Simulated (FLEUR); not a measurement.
# Zn (P6_3/mmc) in FLEUR: a series of runs, part 2 of 2

FLEUR MaX-R8.1 (later development tree).

**3. Band structure, Wu-Cohen GGA**

File inp.xml:

```xml
<?xml version="1.0" encoding="UTF-8" standalone="no"?>
<fleurInput fleurInputVersion="0.39">
   <comment>
      Zn                                                                                                  
   </comment>
   <calculationSetup>
      <cutoffs Kmax="4.19" Gmax="13.0" GmaxXC="13.0" numbands="0"/>
      <scfLoop itmax="60" minDistance="0.00001" maxIterBroyd="15" imix="Anderson" alpha="0.05" precondParam="0.0" spinf="2.0" sdNocoIR="T"/>
      <coreElectrons ctail="T" frcor="F" kcrel="0" coretail_lmax="0"/>
      <xcFunctional name="wc" relativisticCorrections="F"/>
      <magnetism jspins="1"/>
      <soc l_soc="F" theta="0.0" phi="0.0" spav="F"/>
      <expertModes spex="0" secvar="F"/>
      <geometryOptimization l_f="F" forcealpha="1.0" forcemix="BFGS" epsdisp="0.00001" epsforce="0.00001"/>
      <ldaU l_linMix="F" mixParam="0.05" spinf="1.0"/>
   </calculationSetup>
   <cell>
      <bzIntegration valenceElectrons="40.0" mode="hist" fermiSmearingEnergy="0.00183747">
         <kPointListSelection listName="default-1"/>
         <!-- k-points included here -->
         <xi:include xmlns:xi="http://www.w3.org/2001/XInclude" href="kpts.xml"> </xi:include>
      </bzIntegration>
      <!-- symmetry operations included here -->
      <xi:include xmlns:xi="http://www.w3.org/2001/XInclude" href="sym.xml"> </xi:include>
      <bulkLattice scale="1.0">
         <bravaisMatrix>
            <row-1>    5.0455687526819997     0.0000000000000000     0.0000000000000000</row-1>
            <row-2>   -2.5227843763409998     4.3695907163551642     0.0000000000000000</row-2>
            <row-3>    0.0000000000000000     0.0000000000000000     9.3843799347635990</row-3>
         </bravaisMatrix>
      </bulkLattice>
   </cell>
   <atomSpecies>
      <species name="Zinc (Zn)" element="Zn" atomicNumber="30">
         <mtSphere radius="2.34" gridPoints="773" logIncrement="0.016"/>
         <atomicCutoffs lmax="9" lnonsphr="7"/>
         <electronConfig flipSpins="F">
            <coreConfig>(1s1/2) (2s1/2) (2p1/2) (2p3/2)</coreConfig>
            <valenceConfig>(3s1/2) (3p1/2) (3p3/2) (4s1/2) (3d3/2) (3d5/2)</valenceConfig>
         </electronConfig>
         <energyParameters s="4" p="4" d="3" f="4"/>
         <lo type="SCLO" l="0" n="3" eDeriv="0"/>
         <lo type="SCLO" l="1" n="3" eDeriv="0"/>
         <lo type="SCLO" l="1" n="3" eDeriv="1"/>
         <lo type="HELO" l="2" n="4" eDeriv="0"/>
         <lo type="HELO" l="2" n="4" eDeriv="1"/>
         <lo type="SCLO" l="3" n="4" eDeriv="2"/>
      </species>
   </atomSpecies>
   <atomGroups>
      <atomGroup species="Zinc (Zn)">
         <relPos label="                   1">-1.000/3.000 1.000/3.000 -1.000/4.000</relPos>
         <relPos label="                   2">1.000/3.000 -1.000/3.000 1.000/4.000</relPos>
         <force calculate="T" relaxXYZ="TTT"/>
      </atomGroup>
   </atomGroups>
   <output dos="F" band="F" slice="F">
      <checks vchk="F" cdinf="F"/>
      <bandDOS minEnergy="-.5*Htr" maxEnergy="0.5*Htr" sigma="0.015" storeEVData="T"/>
      <vacuumDOS vacdos="F" integ="F" star="F" nstars="0" locx1="0.0" locy1="0.0" locx2="0.0" locy2="0.0" nstm="0" tworkf="0.0"/>
      <unfoldingBand unfoldBand="F" supercellX="1" supercellY="1" supercellZ="1"/>
      <plotting iplot="0" polar="F">
         <plot TwoD="T" vec1="  1.0  0.0  0.0" vec2="  0.0  1.0  0.0" vec3="  0.0  0.0  1.0" zero="  0.0  0.0  0.0" file="plot"/>
      </plotting>
      <chargeDensitySlicing numkpt="0" minEigenval="0.0" maxEigenval="0.0" nnne="0" pallst="F"/>
      <specialOutput eonly="F"/>
      <moessbauerParams electricFieldGradient="T" isomerShift="T" coreHyperfine="T" valenceHyperfine="T"/>
      <magneticCircularDichroism mcd="F" energyLo="-10.0" energyUp="0.0"/>
   </output>
  <!-- We include the file relax.xml here to enable relaxations (see documentation) -->
  <xi:include xmlns:xi="http://www.w3.org/2001/XInclude" href="relax.xml"> <xi:fallback/> </xi:include>
</fleurInput>
```

File crystal.txt:

```
Zn
&input cartesian=F /
2.6700000000  0.0000000000  0.0000000000
-1.3350000000  2.3122878281  0.0000000000
0.0000000000  0.0000000000  4.9660000000
1.8897261246
1.0 1.0 1.0

2
30 0.6666666667  0.3333333333  0.7500000000
30 0.3333333333  0.6666666667  0.2500000000

&kpt div1=11 div2=11 div3=6 gamma=T /
```

File inp.xml (bands):

```
<?xml version="1.0" encoding="UTF-8" standalone="no"?>
<fleurInput fleurInputVersion="0.39">
   <comment>
      Zn                                                                                                  
   </comment>
   <calculationSetup>
      <cutoffs Kmax="4.19" Gmax="13.0" GmaxXC="13.0" numbands="0"/>
      <scfLoop itmax="60" minDistance="0.00001" maxIterBroyd="15" imix="Anderson" alpha="0.05" precondParam="0.0" spinf="2.0" sdNocoIR="T"/>
      <coreElectrons ctail="T" frcor="F" kcrel="0" coretail_lmax="0"/>
      <xcFunctional name="wc" relativisticCorrections="F"/>
      <magnetism jspins="1"/>
      <soc l_soc="F" theta="0.0" phi="0.0" spav="F"/>
      <expertModes spex="0" secvar="F"/>
      <geometryOptimization l_f="F" forcealpha="1.0" forcemix="BFGS" epsdisp="0.00001" epsforce="0.00001"/>
      <ldaU l_linMix="F" mixParam="0.05" spinf="1.0"/>
   </calculationSetup>
   <cell>
      <bzIntegration valenceElectrons="40.0" mode="hist" fermiSmearingEnergy="0.00183747">
         <kPointListSelection listName="path-1"/>
         <!-- k-points included here -->
         <xi:include xmlns:xi="http://www.w3.org/2001/XInclude" href="kpts.xml"> </xi:include>
      </bzIntegration>
      <!-- symmetry operations included here -->
      <xi:include xmlns:xi="http://www.w3.org/2001/XInclude" href="sym.xml"> </xi:include>
      <bulkLattice scale="1.0">
         <bravaisMatrix>
            <row-1>    5.0455687526819997     0.0000000000000000     0.0000000000000000</row-1>
            <row-2>   -2.5227843763409998     4.3695907163551642     0.0000000000000000</row-2>
            <row-3>    0.0000000000000000     0.0000000000000000     9.3843799347635990</row-3>
         </bravaisMatrix>
      </bulkLattice>
   </cell>
   <atomSpecies>
      <species name="Zinc (Zn)" element="Zn" atomicNumber="30">
         <mtSphere radius="2.34" gridPoints="773" logIncrement="0.016"/>
         <atomicCutoffs lmax="9" lnonsphr="7"/>
         <electronConfig flipSpins="F">
            <coreConfig>(1s1/2) (2s1/2) (2p1/2) (2p3/2)</coreConfig>
            <valenceConfig>(3s1/2) (3p1/2) (3p3/2) (4s1/2) (3d3/2) (3d5/2)</valenceConfig>
         </electronConfig>
         <energyParameters s="4" p="4" d="3" f="4"/>
         <lo type="SCLO" l="0" n="3" eDeriv="0"/>
         <lo type="SCLO" l="1" n="3" eDeriv="0"/>
         <lo type="SCLO" l="1" n="3" eDeriv="1"/>
         <lo type="HELO" l="2" n="4" eDeriv="0"/>
         <lo type="HELO" l="2" n="4" eDeriv="1"/>
         <lo type="SCLO" l="3" n="4" eDeriv="2"/>
      </species>
   </atomSpecies>
   <atomGroups>
      <atomGroup species="Zinc (Zn)">
         <relPos label="                   1">-1.000/3.000 1.000/3.000 -1.000/4.000</relPos>
         <relPos label="                   2">1.000/3.000 -1.000/3.000 1.000/4.000</relPos>
         <force calculate="T" relaxXYZ="TTT"/>
      </atomGroup>
   </atomGroups>
   <output dos="F" band="T" slice="F">
      <checks vchk="F" cdinf="F"/>
      <bandDOS minEnergy="-.5*Htr" maxEnergy="0.5*Htr" sigma="0.015" storeEVData="T"/>
      <vacuumDOS vacdos="F" integ="F" star="F" nstars="0" locx1="0.0" locy1="0.0" locx2="0.0" locy2="0.0" nstm="0" tworkf="0.0"/>
      <unfoldingBand unfoldBand="F" supercellX="1" supercellY="1" supercellZ="1"/>
      <plotting iplot="0" polar="F">
         <plot TwoD="T" vec1="  1.0  0.0  0.0" vec2="  0.0  1.0  0.0" vec3="  0.0  0.0  1.0" zero="  0.0  0.0  0.0" file="plot"/>
      </plotting>
      <chargeDensitySlicing numkpt="0" minEigenval="0.0" maxEigenval="0.0" nnne="0" pallst="F"/>
      <specialOutput eonly="F"/>
      <moessbauerParams electricFieldGradient="T" isomerShift="T" coreHyperfine="T" valenceHyperfine="T"/>
      <magneticCircularDichroism mcd="F" energyLo="-10.0" energyUp="0.0"/>
   </output>
  <!-- We include the file relax.xml here to enable relaxations (see documentation) -->
  <xi:include xmlns:xi="http://www.w3.org/2001/XInclude" href="relax.xml"> <xi:fallback/> </xi:include>
</fleurInput>
```

Potentials or basis: all-electron, FLAPW.

The run is started by

```sh
$ inpgen -f crystal.txt -profile fastHighL
$ # inp.xml edited to the form shown
$ fleur_MPI
$ fleur_MPI   # second run, on inp.xml (bands)
```

Run time: 30 s. Hardware: 1 thread of Arm Neoverse V1, shared host; peak memory 0.06 GiB.

It converged, with:

| Quantity | Value |
| --- | --- |
| Free energy | -97725.4147 eV |
| Band gap along the path | none (metal or under the smearing width) |
| Valence electrons inside the program's atomic spheres | Zn 18.81 (radii Zn 2.34 bohr) |

Levels at the corners of the path, in eV from the Fermi level:
```csv
point,band 17,band 18,band 19,band 20,band 21,band 22,band 23,band 24
Γ,-7.11,-6.91,-6.91,-3.47,-2.94,13.51,17.12,17.36
M,-6.72,-6.71,-2.67,-2.03,2.68,3.64,4.11,5.83
K,-7.00,-7.00,0.13,0.13,0.31,5.05,6.10,6.10
Γ,-7.11,-6.91,-6.91,-3.47,-2.94,13.51,17.12,17.36
A,-6.99,-6.99,-6.99,-6.99,4.64,4.64,18.62,18.62
L,-6.71,-6.71,-1.71,-1.71,0.22,0.22,10.11,10.11
H,-6.92,-6.92,1.09,1.09,1.95,1.95,2.20,2.20
A,-6.99,-6.99,-6.99,-6.99,4.64,4.64,18.62,18.62
L,-6.71,-6.71,-1.71,-1.71,0.22,0.22,10.11,10.11
M,-6.72,-6.71,-2.67,-2.03,2.68,3.64,4.11,5.83
K,-7.00,-7.00,0.13,0.13,0.31,5.05,6.10,6.10
H,-6.92,-6.92,1.09,1.09,1.95,1.95,2.20,2.20
```

Core levels (eV from the Fermi level):
| atom | levels |
| --- | --- |
| 1 Zn | 1s1/2 -9518.1, 2s1/2 -1154.8, 2p1/2 -1017.1, 2p3/2 -993.2 |
| 2 Zn | 1s1/2 -9518.1, 2s1/2 -1154.8, 2p1/2 -1017.1, 2p3/2 -993.2 |

**4. Equation of state, Wu-Cohen GGA, 14.41 Å³/atom (volume scaled by 0.94)**

inp.xml: that of step 3 with these lines changed.

```diff
@@ -6,3 +6,3 @@
    <calculationSetup>
-      <cutoffs Kmax="4.19" Gmax="13.0" GmaxXC="13.0" numbands="0"/>
+      <cutoffs Kmax="4.32" Gmax="13.4" GmaxXC="13.4" numbands="0"/>
       <scfLoop itmax="60" minDistance="0.00001" maxIterBroyd="15" imix="Anderson" alpha="0.05" precondParam="0.0" spinf="2.0" sdNocoIR="T"/>
@@ -24,3 +24,3 @@
       <xi:include xmlns:xi="http://www.w3.org/2001/XInclude" href="sym.xml"> </xi:include>
-      <bulkLattice scale="1.0">
+      <bulkLattice scale="0.9795861087">
          <bravaisMatrix>
@@ -34,3 +34,3 @@
       <species name="Zinc (Zn)" element="Zn" atomicNumber="30">
-         <mtSphere radius="2.34" gridPoints="773" logIncrement="0.016"/>
+         <mtSphere radius="2.27" gridPoints="773" logIncrement="0.016"/>
          <atomicCutoffs lmax="9" lnonsphr="7"/>
```

The run is started by

```sh
$ inpgen -f crystal.txt -profile fastHighL
$ # inp.xml edited to the form shown
$ fleur_MPI
```

Run time: 28 s. Hardware: 1 thread of Arm Neoverse V1, shared host; peak memory 0.08 GiB.

The run converged. Its results:

```
Free energy                                           : -97725.4494 eV
Band gap on the k mesh                                : none (metal or under the smearing width)
Valence electrons inside the program's atomic spheres : Zn 18.72 (radii Zn 2.27 bohr)
```

**5. Equation of state, Wu-Cohen GGA, 14.72 Å³/atom (volume scaled by 0.96)**

inp.xml: that of step 4 with these lines changed.

```diff
@@ -24,3 +24,3 @@
       <xi:include xmlns:xi="http://www.w3.org/2001/XInclude" href="sym.xml"> </xi:include>
-      <bulkLattice scale="0.9795861087">
+      <bulkLattice scale="0.9864848297">
          <bravaisMatrix>
```

The run is started by

```sh
$ inpgen -f crystal.txt -profile fastHighL
$ # inp.xml edited to the form shown
$ fleur_MPI
```

It took 29 s on 1 thread of Arm Neoverse V1, shared host; peak memory 0.09 GiB.

The run converged. Its results:

```
Free energy                                           : -97725.4433 eV
Band gap on the k mesh                                : none (metal or under the smearing width)
Valence electrons inside the program's atomic spheres : Zn 18.70 (radii Zn 2.27 bohr)
```

**6. Equation of state, Wu-Cohen GGA, 15.33 Å³/atom**

inp.xml: that of step 5 with these lines changed.

```diff
@@ -24,3 +24,3 @@
       <xi:include xmlns:xi="http://www.w3.org/2001/XInclude" href="sym.xml"> </xi:include>
-      <bulkLattice scale="0.9864848297">
+      <bulkLattice scale="1.0000000000">
          <bravaisMatrix>
```

Potentials or basis: all-electron, FLAPW.

The run is started by

```sh
$ inpgen -f crystal.txt -profile fastHighL
$ # inp.xml edited to the form shown
$ fleur_MPI
```

Run time: 31 s. Hardware: 1 thread of Arm Neoverse V1, shared host; peak memory 0.09 GiB.

Results (log left out):

* Free energy: -97725.4131 eV
* Band gap on the k mesh: none (metal or under the smearing width)
* Valence electrons inside the program's atomic spheres: Zn 18.67 (radii Zn 2.27 bohr)

**7. Equation of state, Wu-Cohen GGA, 15.94 Å³/atom (volume scaled by 1.04)**

inp.xml: that of step 6 with these lines changed.

```diff
@@ -24,3 +24,3 @@
       <xi:include xmlns:xi="http://www.w3.org/2001/XInclude" href="sym.xml"> </xi:include>
-      <bulkLattice scale="1.0000000000">
+      <bulkLattice scale="1.0131594038">
          <bravaisMatrix>
```

The run is started by

```sh
$ inpgen -f crystal.txt -profile fastHighL
$ # inp.xml edited to the form shown
$ fleur_MPI
```

It took 32 s on 1 thread of Arm Neoverse V1, shared host; peak memory 0.09 GiB.

The run converged. Its results:

```yaml
Free_energy: -97725.3638 eV
Band_gap_on_the_k_mesh: none (metal or under the smearing width)
Valence_electrons_inside_the_program's_atomic_spheres: Zn 18.64 (radii Zn 2.27 bohr)
```

**8. Equation of state, Wu-Cohen GGA, 16.25 Å³/atom (volume scaled by 1.06)**

inp.xml: that of step 7 with these lines changed.

```diff
@@ -24,3 +24,3 @@
       <xi:include xmlns:xi="http://www.w3.org/2001/XInclude" href="sym.xml"> </xi:include>
-      <bulkLattice scale="1.0131594038">
+      <bulkLattice scale="1.0196128224">
          <bravaisMatrix>
```

The run is started by

```sh
$ inpgen -f crystal.txt -profile fastHighL
$ # inp.xml edited to the form shown
$ fleur_MPI
```

Wall time 33 s (1 thread of Arm Neoverse V1, shared host); peak memory 0.09 GiB.

The run converged. Its results:

```
Free energy                                           : -97725.3334 eV
Band gap on the k mesh                                : none (metal or under the smearing width)
Valence electrons inside the program's atomic spheres : Zn 18.62 (radii Zn 2.27 bohr)
```

**9. Equation of state, Wu-Cohen GGA**

Potentials or basis: all-electron, FLAPW.

No new run: the results of the series are fitted here.

What came out:

```
Equilibrium volume                        : 14.30 Å³/atom (rough: see the caveat)
Bulk modulus at fixed shape and positions : 92 GPa (rough)
```

Energy against volume, from the lowest point:
```
volume (Å³/atom)  energy (meV/atom)
          14.410               0.00
          14.716               3.03
          15.330              18.14
          15.943              42.81
          16.249              58.01
```

Caveat: the minimum lies outside the volumes run; the cell was scaled at fixed shape and fractional positions, which overstates the stiffness of a crystal with free parameters, most of all of layers and chains.
